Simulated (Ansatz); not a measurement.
# Preparing Al2O3 (R-3c) as a host crystal

Aim: the runs on the perfect crystal Al2O3 (R-3c) that a defect calculation needs first.

Calculated with Ansatz 0.2.0; plane-wave PAW DFT, PBEsol; relaxation of the host's cell and atoms, in the first sound run; inputs show where later runs differ.

This is a report of a sequence of runs, with most program output left out.

## (1) Starting point

The structure is trigonal, space group R-3c (No. 167). Conventional cell: a = 4.805 Å, b = 4.805 Å, c = 13.116 Å, α = 90.00°, β = 90.00°, γ = 120.00°. Nearest to Al lie 6 O at 1.87 to 1.99 Å. O has 4 Al at 1.87 to 1.99 Å nearest. Farther neighbours and most contacts between anions are not listed.

## (2) Host cell relaxation

Lattice and positions are set free, within the symmetry that the program keeps.

Contents of cell/input.yaml:

```yaml
crystal:
  lattice:
    - [2.4025136, 1.3870919, 4.3720844]
    - [-2.4025136, 1.3870919, 4.3720844]
    - [0.0, -2.7741838, 4.3720844]
  atoms:
    - { symbol: Al, position: [0.647904, 0.647904, 0.647904] }
    - { symbol: Al, position: [0.852096, 0.852096, 0.852096] }
    - { symbol: Al, position: [0.147904, 0.147904, 0.147904] }
    - { symbol: Al, position: [0.352096, 0.352096, 0.352096] }
    - { symbol: O, position: [0.4438545, 0.0561455, 0.75] }
    - { symbol: O, position: [0.9438545, 0.25, 0.5561455] }
    - { symbol: O, position: [0.0561455, 0.75, 0.4438545] }
    - { symbol: O, position: [0.75, 0.4438545, 0.0561455] }
    - { symbol: O, position: [0.25, 0.5561455, 0.9438545] }
    - { symbol: O, position: [0.5561455, 0.9438545, 0.25] }
basis:
  ecutwfc: 420
  xc_grid: 2
hamiltonian:
  xc: pbesol
kpoints:
  mp_grid: { grid: [7, 7, 7] }
scf:
  occupations: { method: fixed }
  max_iter: 100
relax:
  f_tol: 0.005
  max_steps: 60
  cell: {}
output:
  forces: true
  stress: true
checkpoint:
  write: "../cell.run"
  compress: false
  write_wavefunctions: false
  write_every: 100000
```

On the command line:

```bash
$ ansatz run input.yaml --threads 8 --pin off --max-ram 22609MiB --backend cpu --events-out ev --progress --plain --runs-dir out
```

Wall time 22 s (8 threads of Arm Neoverse V2, shared host); peak memory 0.5 GiB; 45 s of CPU time.

The steps of the relaxation:

```
step  energy less that of the first step (eV)  largest force component (eV/Å)  pressure (GPa)  volume (Å³)
   1                                   0.0000                          0.0497           -4.85        87.42
   2                                  -0.0235                          0.0282           -2.66        86.62
   3                                  -0.0368                          0.0301            0.05        85.68
   4                                  -0.0368                          0.0153            0.01        85.69
   5                                  -0.0368                          0.0049           -0.01        85.69
   6                                  -0.0279                          0.0046           -0.20        85.69
   7                                  -0.0284                          0.0000            0.00        85.62
  8*                                  -0.0279                          0.0000           -0.01        85.62
```

Relaxation steps marked * repeat the geometry before them on a plane-wave basis chosen anew for their cell, so energy and pressure can jump there. The log counts 2 steps on a newly chosen plane-wave basis, not all of them marked here; energy and pressure can jump at such steps.

Forces are held to the 12 operations that the run works with; a distortion that breaks them can't arise in this run.

```
conventional cell, symmetrised  before   after  change
                         a (Å)   4.805   4.774  -0.6 %
                         b (Å)   4.805   4.774  -0.6 %
                         c (Å)  13.116  13.015  -0.8 %
              volume (Å³/atom)    8.74    8.56  -2.1 %
```

This step gave:

```
pressure : -0.008519 GPa
```

The relaxation ends with a largest force component of 4.1e-5 eV/Å and a pressure of -0.01 GPa.

## (3) Dielectric tensors of the host

The response to a uniform electric field gives the electronic dielectric tensor.

This step: plane-wave PAW DFPT, PBEsol; dielectric tensors, Born charges and zone-centre modes of the host (Ansatz 0.2.0).

Contents of eps/input.yaml:

```yaml
crystal:
  lattice:
    - [2.3869337137, 1.3780968221, 4.3382690299]
    - [-2.3869337137, 1.3780968221, 4.3382690299]
    - [0.0, -2.7561936443, 4.3382690299]
  atoms:
    - { symbol: Al, position: [0.6479208861, 0.6479208861, 0.6479208861] }
    - { symbol: Al, position: [0.8520791139, 0.8520791139, 0.8520791139] }
    - { symbol: Al, position: [0.1479208861, 0.1479208861, 0.1479208861] }
    - { symbol: Al, position: [0.3520791139, 0.3520791139, 0.3520791139] }
    - { symbol: O, position: [0.4441402346, 0.0558597654, 0.75] }
    - { symbol: O, position: [0.9441402346, 0.25, 0.5558597654] }
    - { symbol: O, position: [0.0558597654, 0.75, 0.4441402346] }
    - { symbol: O, position: [0.75, 0.4441402346, 0.0558597654] }
    - { symbol: O, position: [0.25, 0.5558597654, 0.9441402346] }
    - { symbol: O, position: [0.5558597654, 0.9441402346, 0.25] }
basis:
  ecutwfc: 420
hamiltonian:
  xc: pbesol
kpoints:
  mp_grid: { grid: [6, 6, 6] }
scf:
  occupations: { method: fixed }
  max_iter: 100
phonons:
  method: dfpt
  dielectric: true
  rigid_motions: translations
```

Wall time 82 s (8 threads); peak memory 1.5 GiB.

Electronic dielectric tensor:

```
3.30 0.00 0.00
0.00 3.30 0.00
0.00 0.00 3.26
```

Static dielectric tensor:

```
 9.72  0.00  0.00
 0.00  9.72  0.00
 0.00  0.00 11.81
```

The principal values of the electronic dielectric tensor are 3.26, 3.30 and 3.30. The principal values of the static dielectric tensor are 9.72, 9.72 and 11.81.

## (4) Primitive cell on a dense mesh

A dense mesh gives the host's converged energy, against which the supercell's sampling is tested.

This step: plane-wave PAW DFT, PBEsol; single point of the host's primitive cell on a dense mesh (Ansatz 0.2.0).

dense/input.yaml, as its differences from eps/input.yaml of step 3:

```diff
@@ -18,2 +18,3 @@
   ecutwfc: 420
+  xc_grid: 2
 hamiltonian:
@@ -21,9 +22,5 @@
 kpoints:
-  mp_grid: { grid: [6, 6, 6] }
+  mp_grid: { grid: [7, 7, 7] }
 scf:
-  occupations: { method: fixed }
-  max_iter: 100
-phonons:
-  method: dfpt
-  dielectric: true
-  rigid_motions: translations
+  occupations: { method: fermi_dirac, width: 0.01 }
+  max_iter: 80
```

Wall time 1.2 s (8 threads); peak memory 0.47 GiB; 6.1 s of CPU time.

## (5) Self-consistent run

This step: plane-wave PAW DFT, PBEsol; single point of the defect-free supercell, a test of its k-points (Ansatz 0.2.0).

System of this step: Al2O3 (R-3c). The cell holds 80 atoms: 32 Al and 48 O. Cell: a = 10.280 Å, b = 10.280 Å, c = 10.280 Å, α = 55.3°, β = 55.3°, γ = 55.3°.

Contents of pristine.sampling/input.yaml:

```yaml
crystal:
  lattice:
    - [4.7738674274, 2.7561936443, 8.6765380597]
    - [-4.7738674274, 2.7561936443, 8.6765380597]
    - [0.0, -5.5123872885, 8.6765380597]
  atoms:
    - { symbol: Al, position: [0.323960443, 0.323960443, 0.323960443] }
    - { symbol: Al, position: [0.426039557, 0.426039557, 0.426039557] }
    - { symbol: Al, position: [0.073960443, 0.073960443, 0.073960443] }
    - { symbol: Al, position: [0.176039557, 0.176039557, 0.176039557] }
    - { symbol: O, position: [0.2220701173, 0.0279298827, 0.375] }
    - { symbol: O, position: [0.4720701173, 0.125, 0.2779298827] }
    - { symbol: O, position: [0.0279298827, 0.375, 0.2220701173] }
    - { symbol: O, position: [0.375, 0.2220701173, 0.0279298827] }
[... 68 atom lines left out ...]
    - { symbol: O, position: [0.5279298827, 0.875, 0.7220701173] }
    - { symbol: O, position: [0.875, 0.7220701173, 0.5279298827] }
    - { symbol: O, position: [0.625, 0.7779298827, 0.9720701173] }
    - { symbol: O, position: [0.7779298827, 0.9720701173, 0.625] }
basis:
  ecutwfc: 420
  xc_grid: 2
hamiltonian:
  xc: pbesol
kpoints:
  mp_grid: { grid: [1, 1, 1], shift: [0.25, 0.25, 0.25] }
scf:
  occupations: { method: fermi_dirac, width: 0.01 }
  max_iter: 80
```

It took 4.1 s on 8 threads; peak memory 1.4 GiB.

This step gave:

- energy over dense mesh: 0.003985 eV/atom

## (6) Defect free supercell relaxed from its symmetric sites

This cell, the one that will hold the defects, is built from the relaxed host. Its coarser k-points can move the atoms a little, so it is relaxed from the symmetric sites, as the reference for the test of stability.

This step: plane-wave PAW DFT, PBEsol; relaxation of the defect-free supercell from its symmetric sites (Ansatz 0.2.0).

pristine.symmetric/input.yaml, as its differences from pristine.sampling/input.yaml of step 5:

```diff
@@ -96 +96,12 @@
   max_iter: 80
+output:
+  forces: true
+relax:
+  f_tol: 0.01
+  max_steps: 60
+  escape_saddle: false
+checkpoint:
+  write: "../pristine.symmetric.run"
+  compress: false
+  write_wavefunctions: false
+  write_every: 100000
```

It took 7.8 s on 8 threads; peak memory 1.4 GiB.

Hardly anything moved in the relaxation; the energy changed by under 0.2 meV an atom.

## (7) Defect free supercell relaxed from displaced atoms

This step: plane-wave PAW DFT, PBEsol; relaxation of the defect-free supercell from random displacements, a test of the host's stability (Ansatz 0.2.0).

pristine.rattled/input.yaml, as its differences from pristine.symmetric/input.yaml of step 6:

```diff
@@ -100,6 +100,6 @@
   f_tol: 0.01
-  max_steps: 60
-  escape_saddle: false
+  max_steps: 120
+  random_displacement: { amplitude: 0.08, seed: 5343 }
 checkpoint:
-  write: "../pristine.symmetric.run"
+  write: "../pristine.rattled.run"
   compress: false
```

Wall time 22 s (8 threads); peak memory 1.3 GiB.

Step by step:

```
step  energy less that of the first step (eV)  largest force component (eV/Å)
   1                                   0.0000                          2.5821
   2                                  -2.9813                          1.7006
   3                                  -4.6211                          0.0236
   4                                  -4.6211                          0.0238
   5                                  -4.6215                          0.0009
```

The relaxation ends 58 meV an atom lower than the displaced start, with a largest force component of 9.1e-4 eV/Å.

## (8) Summary of results

| Item | Value |
| --- | --- |
| primitive cell vectors, lengths | 5.140, 5.140, 5.140 Å |
| electronic dielectric constant | principal values (3.26, 3.30, 3.30) |
| static dielectric constant | principal values (9.72, 9.72, 11.81) |
| gap on the k-mesh of the response run (PBEsol) | 6.03 eV |
| supercell relaxed in its symmetry less the displaced and relaxed one | 0.000 eV |
| energy an atom at one point at (¼, ¼, ¼) less that on the dense mesh | 0.004 eV |

What this shows: Step 7: The energy fell by 4.622 eV from the randomly displaced start; the atoms end within 0.005 Å of the sites as typed, once the mean shift is taken out. The displaced cell ends within 0.01 eV of the symmetric one relaxed in its symmetry, so no lower structure shows in this supercell. The k-mesh can miss the band edges, so this gap is an upper bound at this level. All at zero temperature.

[Logs are printed without paths, hosts, clocks, repeated set-up lines and the standing remarks that a program may print on its own settings, such as how far it seeks lower states.]

[Hosts, paths, dates, database ids (printed as entryN), source tags and the programs' standing remarks are cut or masked in the printed files.]

[Runs of the host that timed out are not shown.]

[For some hosts the program warned that the k-mesh of the response run may be too coarse for force constants and the static dielectric constant; such warnings are not always shown.]
